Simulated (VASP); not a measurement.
# From an Ansatz input to VASP: KBr (strained zincblende)

Ansatz input

```yaml
crystal:
  lattice:
    - [0.0, 3.7827197545, 3.4887121451]
    - [3.7827197545, 0.0, 3.4887121451]
    - [3.7827197545, 3.7827197545, 0.0]
  atoms:
    - { symbol: K, position: [0.0, 0.0, 0.0] }
    - { symbol: Br, position: [0.25, 0.25, 0.25] }
kpoints:
  mp_grid: { grid: [6, 6, 6] }
  band_path:
    path:
      - [0.0, 0.0, 0.0]
      - [-0.5, -0.5, 0.0]
      - [-0.375, -0.375, 0.25]
      - [-0.375, 0.0, 0.375]
      - [0.0, 0.0, 0.5]
      - [-0.5, -0.25, 0.25]
    npoints: 1
hamiltonian:
  xc: r2scan
scf:
  occupations: { method: fixed }
  n_extra_bands: 4
output:
  forces: true
  stress: true
  eigenvalues: true
  write_density: true
  write_potential: true
  elf: true
  volumetric_format: npy
```

Question: Which VASP files do the same job?

Answer: 

INCAR

```
ALGO = Normal
LASPH = .TRUE.
LWAVE = .FALSE.
LREAL = .FALSE.
ENCUT = 520
ISIF = 2
IBRION = -1
SIGMA = 0.01
NSW = 0
NBANDS = 15
PREC = Accurate
EDIFF = 1E-7
ISMEAR = 0
LCHARG = .FALSE.
METAGGA = R2SCAN
NELM = 120
```

KPOINTS

```
KPOINTS created by Atomic Simulation Environment
0
Gamma
6 6 6
0 0 0
```

KPOINTS_OPT

```
special points
6
Reciprocal
0.0000000000 0.0000000000 0.0000000000 1
-0.5000000000 -0.5000000000 0.0000000000 1
-0.3750000000 -0.3750000000 0.2500000000 1
-0.3750000000 0.0000000000 0.3750000000 1
0.0000000000 0.0000000000 0.5000000000 1
-0.5000000000 -0.2500000000 0.2500000000 1
```

POSCAR

```
K  Br
 1.0000000000000000
     0.0000000000000000    3.7827197545000000    3.4887121451000001
     3.7827197545000000    0.0000000000000000    3.4887121451000001
     3.7827197545000000    3.7827197545000000    0.0000000000000000
 K   Br
   1   1
Cartesian
  0.0000000000000000  0.0000000000000000  0.0000000000000000
  1.8913598772500000  1.8913598772500000  1.7443560725500000
```

VASP ran with the recommended PBE PAW datasets (16 valence electrons in the cell). Other inputs would serve too.

```csv
,Ansatz,VASP
gap between bands v and c,4.81 eV,4.81 eV
least direct gap,4.83 eV,4.83 eV
pressure,0.0 GPa,0.0 GPa
```

Each program uses its own PAW datasets. VASP's cell holds 16 valence electrons and Ansatz's 16. Ansatz's stress includes a Pulay correction; VASP's doesn't.
